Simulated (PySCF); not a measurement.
Spectra and structures to be paired. Computed, not measured: PySCF 2.14.0, density-fitted response routines, TDDFT wB97X-D/def2-SVPD, vertical, gas phase, core orbitals frozen in the response. Geometries: GFN2-xTB; one conformer of each isolated species. Triplets are in the Tamm–Dancoff approximation.

A. `[SiH2]1[SiH2][SiH2][SiH]1N`
B. `Oc1ccccc1`
C. `c1ncnnc1C=C`
D. `C(=C)c1cnncn1`
E. `N#C[C@H]1C(Cl)=C1`

Lowest singlet levels (six at most, fewer where fewer were computed) with oscillator strengths:

1. 3.02 eV (f 0.004); 3.97 eV (f 0.000); 4.98 eV (f 0.301); 5.24 eV (f 0.000); 5.80 eV (f 0.000); 5.85 eV (f 0.134); T1 2.40 eV
2. 4.00 eV (f 0.002); 4.99 eV (f 0.001); 5.23 eV (f 0.001); 5.66 eV (f 0.072); 6.11 eV (f 0.127); 6.25 eV (f 0.041); T1 3.71 eV
3. 5.27 eV (f 0.032); 6.10 eV (f 0.039); 6.48 eV (f 0.000); 7.10 eV (f 0.634); 7.13 eV (f 0.455); 7.17 eV (f 0.004); T1 4.22 eV
4. 3.01 eV (f 0.004); 3.75 eV (f 0.001); 4.81 eV (f 0.132); 5.47 eV (f 0.000); 5.64 eV (f 0.386); 5.93 eV (f 0.000); T1 2.37 eV
5. 6.38 eV (f 0.013); 6.54 eV (f 0.134); 6.90 eV (f 0.008); 7.21 eV (f 0.003); 7.42 eV (f 0.038); 7.64 eV (f 0.065); T1 4.31 eV

Question: Match each spectrum to its molecule.

Answer: 1 = D, 2 = A, 3 = B, 4 = C, 5 = E.
- A: S1 at 4.00 eV, HOMO→LUMO (96%); Löwdin shares by element: HOMO silicon 51% or more, nitrogen 27% (atoms not listed hold the other 22%); LUMO silicon 74% (atoms not listed hold the other 26%); HOMO -8.50 and LUMO 0.01 eV.
- B: S1 at 5.27 eV, HOMO→LUMO (79%), HOMO-1→LUMO+1 (20%); Löwdin shares by element: HOMO carbon 49% or more, oxygen 19% (atoms not listed hold the other 32%); LUMO carbon 73% or more (atoms not listed hold the other 27%); HOMO -8.37 and LUMO 1.45 eV; point group Cs, 1 of its 6 listed states under f = 0.0005.
- C: S1 at 3.01 eV, HOMO→LUMO (91%); Löwdin shares by element: HOMO nitrogen 77%, carbon 7% or more (atoms not listed hold the other 16%); LUMO nitrogen 40% or more, carbon 23% or more (atoms not listed hold the other 37%); HOMO -8.80 and LUMO -0.56 eV; point group Cs, 2 of its 6 listed states under f = 0.0005.
- D: S1 at 3.02 eV, HOMO→LUMO (92%); Löwdin shares by element: HOMO nitrogen 78%, carbon 8% or more; LUMO carbon 32% or more, nitrogen 31% or more (atoms not listed hold the other 37%); HOMO -8.82 and LUMO -0.81 eV; point group Cs, 3 of its 6 listed states under f = 0.0005.
- E: S1 at 6.38 eV, HOMO-1→LUMO (84%); Löwdin shares by element: HOMO carbon 64% or more, chlorine 24%; LUMO carbon 66% or more, chlorine 14%, hydrogen 7% or more; HOMO -10.16 and LUMO 0.75 eV.
C and D have S1 within 0.01 eV of each other; their strongest listed levels stand at 5.64 eV (f 0.386) and 4.98 eV (f 0.301).
